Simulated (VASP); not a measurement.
# GaSe (P6_3/mmc) in VASP: further runs

The runs below take GaSe through relaxation of cell and atoms, with PBE+D3(BJ).

Everything below comes from runs of VASP 6.6.1. Logs are shortened: lines on timing, memory, paths and dates and some standing lists are left out, and cuts for length are marked.

## (1) The crystal as given

The structure is hexagonal, space group P6_3/mmc (No. 194). Conventional cell: a = 3.742 Å, b = 3.742 Å, c = 15.919 Å, α = 90.00°, β = 90.00°, γ = 120.00°. Ga (site symmetry 3m) has 1 Ga at 2.32 Å and 3 Se at 2.48 Å as nearest neighbours. Around Se (site symmetry 3m) lie 3 Ga at 2.48 Å.

## (2) Relaxation of cell and atoms, PBE+D3(BJ)

Contents of INCAR:

```
PREC = Accurate ; ENCUT = 600
EDIFF = 1E-6 ; ISMEAR = 0
SIGMA = 0.03 ; LREAL = False
LASPH = True ; NELM = 80
ALGO = Normal ; ISIF = 3
LWAVE = False ; LCHARG = False
GGA = PE ; IVDW = 12
IBRION = 2 ; NSW = 90
EDIFFG = -0.01 ; KPAR = 2
```

Contents of KPOINTS:

```
regular mesh
0
Gamma
  12 12 2
```

Contents of POSCAR:

```
GaSe
1.0
    3.7420000000      0.0000000000      0.0000000000
   -1.8710000000      3.2406670610      0.0000000000
    0.0000000000      0.0000000000     15.9190000000
Ga Se
4 4
Direct
    0.3333333333      0.6666666667      0.1770000000
    0.6666666667      0.3333333333      0.6770000000
    0.3333333333      0.6666666667      0.3230000000
    0.6666666667      0.3333333333      0.8230000000
    0.3333333333      0.6666666667      0.6000000000
    0.6666666667      0.3333333333      0.1000000000
    0.3333333333      0.6666666667      0.9000000000
    0.6666666667      0.3333333333      0.4000000000
```

Potentials or basis: VASP PAW PBE potentials, release 64 (Ga_d, Se).

Run with:

```
$ cat potpaw_PBE.64/Ga_d/POTCAR potpaw_PBE.64/Se/POTCAR > POTCAR
$ mpirun -np 2 vasp_std > vasp.out
```

OUTCAR:

```text
PREC = Accurate
   ENCUT = 600
   EDIFF = 1E-6
   ISMEAR = 0
   LREAL = False
   LASPH = True
   NELM = 80
   ISIF = 3
   GGA = PE
   IVDW = 12
   IBRION = 2
   NSW = 90
   EDIFFG = -0.01
 IVDW          = 12

 ion  position               nearest neighbor table
   1  0.333  0.667  0.177-   3 2.32   6 2.48   6 2.48   6 2.48
   2  0.667  0.333  0.677-   4 2.32   5 2.48   5 2.48   5 2.48
   3  0.333  0.667  0.323-   1 2.32   8 2.48   8 2.48   8 2.48
   4  0.667  0.333  0.823-   2 2.32   7 2.48   7 2.48   7 2.48
   5  0.333  0.667  0.600-   2 2.48   2 2.48   2 2.48
   6  0.667  0.333  0.100-   1 2.48   1 2.48   1 2.48
   7  0.333  0.667  0.900-   4 2.48   4 2.48   4 2.48
   8  0.667  0.333  0.400-   3 2.48   3 2.48   3 2.48

  LATTYP: Found a hexagonal cell.
 ALAT       =     3.7420000000
 C/A-ratio  =     4.2541421700

  Lattice vectors:

 A1 = (   3.7420000000,   0.0000000000,   0.0000000000)
 A2 = (  -1.8710000000,   3.2406670610,   0.0000000000)
 A3 = (   0.0000000000,   0.0000000000,  15.9190000000)

Analysis of symmetry for initial positions (statically):
=====================================================================
 Subroutine PRICEL returns:
 Original cell was already a primitive cell.

 Routine SETGRP: Setting up the symmetry group for a
 hexagonal supercell.

 Subroutine GETGRP returns: Found 24 space group operations
 (whereof 12 operations were pure point group operations)
 out of a pool of 24 trial point group operations.

The static configuration has the point symmetry D_3d.
 The point group associated with its full space group is D_6h.

Analysis of symmetry for dynamics (positions and initial velocities):
=====================================================================
 Subroutine PRICEL returns:
 Original cell was already a primitive cell.

 Routine SETGRP: Setting up the symmetry group for a
 hexagonal supercell.

 Subroutine GETGRP returns: Found 24 space group operations
 (whereof 12 operations were pure point group operations)
 out of a pool of 24 trial point group operations.

The dynamic configuration has the point symmetry D_3d.
 The point group associated with its full space group is D_6h.

 Subroutine INISYM returns: Found 24 space group operations
 (whereof 12 operations are pure point group operations),
 and found     1 'primitive' translations

----------------------------------------------------------------------------------------

                                     Primitive cell

  volume of cell :     193.0430

  direct lattice vectors                    reciprocal lattice vectors
     3.742000000  0.000000000  0.000000000     0.267236772  0.154289222  0.000000000
    -1.871000000  3.240667061  0.000000000     0.000000000  0.308578444  0.000000000
     0.000000000  0.000000000 15.919000000     0.000000000  0.000000000  0.062818016

  length of vectors
     3.742000000  3.742000000 15.919000000     0.308578444  0.308578444  0.062818016

  position of ions in fractional coordinates (direct lattice)
     0.333333333  0.666666667  0.177000000
     0.666666667  0.333333333  0.677000000
     0.333333333  0.666666667  0.323000000
     0.666666667  0.333333333  0.823000000
     0.333333333  0.666666667  0.600000000
     0.666666667  0.333333333  0.100000000
     0.333333333  0.666666667  0.900000000
     0.666666667  0.333333333  0.400000000

  ion indices of the primitive-cell ions
   primitive index   ion index
                 1           1
                 2           2
                 3           3
                 4           4
                 5           5
                 6           6
                 7           7
                 8           8

----------------------------------------------------------------------------------------

 KPOINTS: regular mesh

Automatic generation of k-mesh.
 Grid dimensions read from file:
 generate k-points for:   12   12    2

 Generating k-lattice:

  Cartesian coordinates                     Fractional coordinates (reciprocal lattice)
     0.022269731  0.012857435  0.000000000     0.083333333  0.000000000  0.000000000
     0.000000000  0.025714870  0.000000000     0.000000000  0.083333333  0.000000000
     0.000000000  0.000000000  0.031409008     0.000000000  0.000000000  0.500000000

  Length of vectors
     0.025714870  0.025714870  0.031409008

  Shift w.r.t. Gamma in fractional coordinates (k-lattice)
     0.000000000  0.000000000  0.000000000

 Subroutine IBZKPT returns following result:
 ===========================================

 Found     38 irreducible k-points:

 Following reciprocal coordinates:
            Coordinates               Weight
  0.000000  0.000000  0.000000      1.000000
  0.083333  0.000000  0.000000      6.000000
  0.166667  0.000000  0.000000      6.000000
  0.250000  0.000000  0.000000      6.000000
  0.333333  0.000000  0.000000      6.000000
  0.416667  0.000000  0.000000      6.000000
[... 16 lines left out ...]
  0.250000  0.000000  0.500000      6.000000
  0.333333  0.000000  0.500000      6.000000
 [... further k-points ...]
   k-points           NKPTS =     38   k-points in BZ     NKDIM =     38   number of bands    NBANDS=     45
   number of dos      NEDOS =    301   number of ions     NIONS =      8
   total plane-waves  NPLWV = 115200
   dimension x,y,z NGX =    30 NGY =   30 NGZ =  128
   dimension x,y,z NGXF=    60 NGYF=   60 NGZF=  256
   ions per type =               4   4
   NGX,Y,Z   is equivalent  to a cutoff of  13.33, 13.33, 13.37 a.u.
   NGXF,Y,Z  is equivalent  to a cutoff of  26.66, 26.66, 26.73 a.u.
 SYSTEM =  unknown system
   PREC   = accura    normal or accurate (medium, high low for compatibility)
   ISTART =      0    job   : 0-new  1-cont  2-samecut
   ICHARG =      2    charge: 1-file 2-atom 10-const
   ISPIN  =      1    spin polarized calculation?
   LNONCOLLINEAR =      F non collinear calculations
   LSORBIT =      F    spin-orbit coupling
   LASPH  =      T    aspherical Exc in radial PAW
   ENCUT  =  600.0 eV  44.10 Ry    6.64 a.u.   7.47  7.47 31.79*2*pi/ulx,y,z
   NELM   =     80;   NELMIN=  2; NELMDL= -5     # of ELM steps
   EDIFF  = 0.1E-05   stopping-criterion for ELM
   LREAL  =      F    real-space projection
   EDIFFG = -.1E-01   stopping-criterion for IOM
   NSW    =     90    number of steps for IOM
   IBRION =      2    ionic relax: 0-MD 1-quasi-New 2-CG
   NFREE  =      1    steps in history (QN), initial steepest desc. (CG)
   ISIF   =      3    stress and relaxation
   ISYM   =      2    0-nonsym 1-usesym 2-fastsym
   POTIM  = 0.5000    time-step for ionic-motion
   TEBEG  =    0.0;   TEEND  =   0.0 temperature during run
   PSTRESS=    0.0 pullay stress
   NELECT =      76.0000    total number of electrons
   NUPDOWN=      -1.0000    fix difference up-down
   EMIN   =  10.00;   EMAX   =-10.00  energy-range for DOS
   EFERMI =   0.00;   METHOD = LEGACY
   ISMEAR =     0;   SIGMA  =   0.03  broadening in eV -4-tet -1-fermi 0-gaus
   EFERMI_NEDOS =   21; number of points for ismear=-14 and -15
   IALGO  =     38    algorithm
   IMIX   =      4    mixing-type and parameters
     AMIX     =   0.40;   BMIX     =  1.00
     AMIX_MAG =   1.60;   BMIX_MAG =  1.00
  volume/ion in A,a.u.               =      24.13       162.84
  Fermi-wavevector in a.u.,A,eV,Ry     =   1.199853  2.267393 19.587589  1.439647
  Thomas-Fermi vector in A             =   2.335705
   LORBIT       =      0    0 simple, 1 ext, 2 COOP (PROOUT), +10 PAW based schemes
   GGA     = PE    functional components
   LHFCALC =     F    Hartree Fock is set to
   AEXX    =    0.0000 exact exchange contribution
   IVDW    =    12    specifies the selected vdW correction
   LEPSILON=     F    determine dielectric tensor
   LRPA    =     F    only Hartree local field effects (RPA)
 conjugate gradient relaxation of ions
 non-spin polarized calculation
 Gauss-broadening in eV      SIGMA  =   0.03
  energy-cutoff  :      600.00
  volume of cell :      193.04
 maximum number of plane-waves:      6492
 NGX is ok and might be reduce to    30
   NGX = 15   NGY = 15   NGZ = 63

--------------------------------------- Ionic step        1  -------------------------------------------

 number of electron      76.0000020 magnetization

 Free energy of the ion-electron system (eV)
  ---------------------------------------------------
  ext. energy  EPLUGINS =         0.00000000
  ---------------------------------------------------
  free energy    TOTEN  =       -30.05497852 eV

  energy without entropy =      -30.05497852  energy(sigma->0) =      -30.05497852

------------------------ aborting loop because EDIFF is reached ----------------------------------------

 Edisp (eV)   -2.36874

 E8    (eV) :    -1.0412

  FORCE on cell =-STRESS in cart. coord.  units (eV):
  Direction    XX          YY          ZZ          XY          YZ          ZX
  --------------------------------------------------------------------------------------
  -------------------------------------------------------------------------------------
  Total       0.14226     0.14226     3.43243     0.00000     0.00000     0.00000
  in kB       1.18072     1.18072    28.48776     0.00000     0.00000     0.00000
  external pressure =       10.28 kB  Pullay stress =        0.00 kB
[... 115 lines left out ...]
  FREE ENERGIE OF THE ION-ELECTRON SYSTEM (eV)
  ---------------------------------------------------
  free  energy   TOTEN  =       -32.5468738357 eV

  energy  without entropy=      -32.5468738357  energy(sigma->0) =      -32.54687384

[... ionic steps 4 to 14 ...]

--------------------------------------- Ionic step       15  -------------------------------------------

 number of electron      75.9999992 magnetization

------------------------ aborting loop because EDIFF is reached ----------------------------------------

 Edisp (eV)   -2.32008

 E8    (eV) :    -1.0193
[... 81 lines left out ...]
  energy  without entropy=      -32.5552478125  energy(sigma->0) =      -32.55524781

--------------------------------------- Ionic step       17  -------------------------------------------

 number of electron      75.9999991 magnetization

 Free energy of the ion-electron system (eV)
  ---------------------------------------------------
  ext. energy  EPLUGINS =         0.00000000
  ---------------------------------------------------
  free energy    TOTEN  =       -30.23509367 eV

  energy without entropy =      -30.23509367  energy(sigma->0) =      -30.23509367

 E-fermi :   3.5397     XC(G=0):  -9.2428

 val. band max:        3.4112145240   @ k =   0.0000   0.0000   0.0000
 cond. band min:       4.2581979084   @ k =   0.0000   0.0000   0.0000
 fundamental gap:      0.8469833843
 Fermi energy:         3.5396570870

 k-point     1 :       0.0000    0.0000    0.0000
  band No.  band energies     occupation
      1     -11.7803      2.00000
      2     -11.7800      2.00000
      3     -11.6598      2.00000
      4     -11.6598      2.00000
      5     -11.6597      2.00000
      6     -11.6597      2.00000
[... 1141 lines left out ...]
     44       7.4615      0.00000
     45       7.6744      0.00000

 [... further k-points ...]

------------------------ aborting loop because EDIFF is reached ----------------------------------------

 Edisp (eV)   -2.32024

 E8    (eV) :    -1.0194

  FORCE on cell =-STRESS in cart. coord.  units (eV):
  Direction    XX          YY          ZZ          XY          YZ          ZX
  --------------------------------------------------------------------------------------
  -------------------------------------------------------------------------------------
  Total       0.00785     0.00785    -0.03567     0.00000     0.00000     0.00000
  in kB       0.06391     0.06391    -0.29055     0.00000     0.00000     0.00000
  external pressure =       -0.05 kB  Pullay stress =        0.00 kB
[... 23 lines left out ...]
  FREE ENERGIE OF THE ION-ELECTRON SYSTEM (eV)
  ---------------------------------------------------
  free  energy   TOTEN  =       -32.5553364507 eV

  energy  without entropy=      -32.5553364507  energy(sigma->0) =      -32.55533645

 reached required accuracy - stopping structural energy minimisation
```

Wall time 77 min (2 MPI ranks of AMD EPYC 7R43 (Zen 3), shared host); peak memory 0.55 GiB.

Results:

```
Free energy                            : -32.5553 eV
Relaxed volume                         : 24.59 Å³/atom
Relaxed cell                           : a = 3.771 Å, b = 3.771 Å, c = 15.971 Å, α = 90.00°, β = 90.00°, γ = 120.00°
Space group after relaxing (to 0.05 Å) : P6_3/mmc (No. 194)
Energy gained by relaxing              : 16.5 meV/atom
Ionic steps                            : 17
Pressure after relaxing                : 0.0 GPa
Largest force after relaxing           : 0.007 eV/Å
Band gap on the k mesh                 : 0.85 eV, direct
Dispersion energy per atom             : -0.290 eV
```

Forces on the atoms (eV/Å):
```
Ga   0.000  0.000  0.007
Ga   0.000  0.000  0.007
Ga   0.000  0.000 -0.007
Ga   0.000  0.000 -0.007
Se   0.000  0.000  0.001
Se   0.000  0.000  0.001
Se   0.000  0.000 -0.001
Se   0.000  0.000 -0.001
```

Step by step:
```tsv
step	energy change (eV)	largest force (eV/Å)	pressure (GPa)	volume (Å³)
1	0.0000	1.2153	1.03	193.04
2	-0.1051	0.3865	0.37	197.38
3	-0.1232	0.0169	0.45	196.11
4	-0.1231	0.0246	0.51	196.05
5	-0.1284	0.0639	-0.18	198.18
6	-0.1284	0.0648	-0.15	198.15
7	-0.1302	0.0166	-0.05	198.01
8	-0.1304	0.0296	-0.02	197.94
9	-0.1305	0.0251	0.00	197.84
10	-0.1307	0.0337	-0.01	197.68
11	-0.1308	0.0293	-0.02	197.62
12	-0.1311	0.0158	0.00	197.43
13	-0.1315	0.0123	0.01	197.05
14	-0.1315	0.0202	-0.02	196.93
15	-0.1315	0.0368	0.01	196.69
16	-0.1315	0.0242	-0.01	196.87
17	-0.1316	0.0073	-0.01	196.69
```

Final structure:
```cif
data_structure
_symmetry_space_group_name_H-M 'P 1'
_symmetry_Int_Tables_number 1
_cell_length_a 3.7710
_cell_length_b 3.7710
_cell_length_c 15.9713
_cell_angle_alpha 90.000
_cell_angle_beta 90.000
_cell_angle_gamma 120.000
_cell_volume 196.69
loop_
_atom_site_label
_atom_site_type_symbol
_atom_site_fract_x
_atom_site_fract_y
_atom_site_fract_z
_atom_site_occupancy
Ga1 Ga 0.33333 0.66667 0.17344 1
Ga2 Ga 0.66667 0.33333 0.67344 1
Ga3 Ga 0.33333 0.66667 0.32656 1
Ga4 Ga 0.66667 0.33333 0.82656 1
Se1 Se 0.33333 0.66667 0.59951 1
Se2 Se 0.66667 0.33333 0.09951 1
Se3 Se 0.33333 0.66667 0.90049 1
Se4 Se 0.66667 0.33333 0.40049 1
```

Levels at points of the mesh, in eV from the valence-band top:
```csv
k point,band 36,band 37,band 38,band 39,band 40,band 41
"(0.00, 0.00, 0.00)",-1.20,-1.20,0.00,0.85,1.86,2.12
"(0.50, 0.00, 0.00)",-2.36,-2.28,-1.85,1.01,1.25,1.80
"(0.00, 0.00, 0.50)",-1.24,-0.90,-0.90,1.51,1.51,2.17
"(0.50, 0.00, 0.50)",-2.43,-2.16,-2.16,1.35,1.35,1.57
```

## (3) Relaxation of cell and atoms, PBE+D3(BJ)

This run uses another cell than the first one, of 24.59 Å³/atom, 1.019 times its volume.

Contents of INCAR:

```
PREC = Accurate ; ENCUT = 600
EDIFF = 1E-7 ; ISMEAR = 0
SIGMA = 0.03 ; LREAL = False
LASPH = True ; NELM = 80
ALGO = Normal ; ISIF = 3
LWAVE = False ; LCHARG = False
GGA = PE ; IVDW = 12
IBRION = 2 ; NSW = 90
EDIFFG = -0.005 ; KPAR = 2
```

KPOINTS is that of step 2.

Contents of POSCAR:

```
GaSe                                    
1.0
    3.7709757983     -0.0000000000     -0.0000000000
   -1.8854878992      3.2657608384     -0.0000000000
    0.0000000000      0.0000000000     15.9712931381
  Ga              Se            
     4     4
Direct
     0.3333333332999970    0.6666666667000030    0.1734410736976583
     0.6666666667000030    0.3333333332999970    0.6734410736976584
     0.3333333332999970    0.6666666667000030    0.3265589263023417
     0.6666666667000030    0.3333333332999970    0.8265589263023416
     0.3333333332999970    0.6666666667000030    0.5995059564132665
     0.6666666667000030    0.3333333332999970    0.0995059564132663
     0.3333333332999970    0.6666666667000030    0.9004940435867335
     0.6666666667000030    0.3333333332999970    0.4004940435867337
```

Potentials or basis: VASP PAW PBE potentials, release 64 (Ga_d, Se).

Run with:

```
$ cat potpaw_PBE.64/Ga_d/POTCAR potpaw_PBE.64/Se/POTCAR > POTCAR
$ mpirun -np 2 vasp_std > vasp.out
```

Wall time 12 min (2 MPI ranks of AMD EPYC 7R43 (Zen 3), shared host); peak memory 0.53 GiB.

It converged, with:

```yaml
Free_energy: -32.5558 eV
Relaxed_volume: 24.58 Å³/atom
Relaxed_cell: a = 3.771 Å, b = 3.771 Å, c = 15.967 Å, α = 90.00°, β = 90.00°, γ = 120.00°
Space_group_after_relaxing_to_0.05_Å: P6_3/mmc (No. 194)
Energy_gained_by_relaxing: 0.0 meV/atom
Ionic_steps: 2
Pressure_after_relaxing: 0.0 GPa
Band_gap_on_the_k_mesh: 0.85 eV, direct
Dispersion_energy_per_atom: -0.290 eV
```

Final structure:
```xyz
8
Lattice="3.7710 0.0000 0.0000 -1.8855 3.2658 0.0000 0.0000 0.0000 15.9667" Properties=species:S:1:pos:R:3 pbc="T T T"
Ga    0.0000    2.1772    2.7696
Ga    1.8855    1.0886   10.7530
Ga    0.0000    2.1772    5.2137
Ga    1.8855    1.0886   13.1971
Se    0.0000    2.1772    9.5721
Se    1.8855    1.0886    1.5888
Se    0.0000    2.1772   14.3779
Se    1.8855    1.0886    6.3946
```

Levels at points of the mesh, in eV from the valence-band top:
| k point | band 36 | band 37 | band 38 | band 39 | band 40 | band 41 |
| --- | --- | --- | --- | --- | --- | --- |
| (0.00, 0.00, 0.00) | -1.20 | -1.20 | 0.00 | 0.85 | 1.86 | 2.12 |
| (0.50, 0.00, 0.00) | -2.36 | -2.28 | -1.85 | 1.01 | 1.25 | 1.79 |
| (0.00, 0.00, 0.50) | -1.24 | -0.90 | -0.90 | 1.51 | 1.51 | 2.17 |
| (0.50, 0.00, 0.50) | -2.43 | -2.16 | -2.16 | 1.35 | 1.35 | 1.57 |
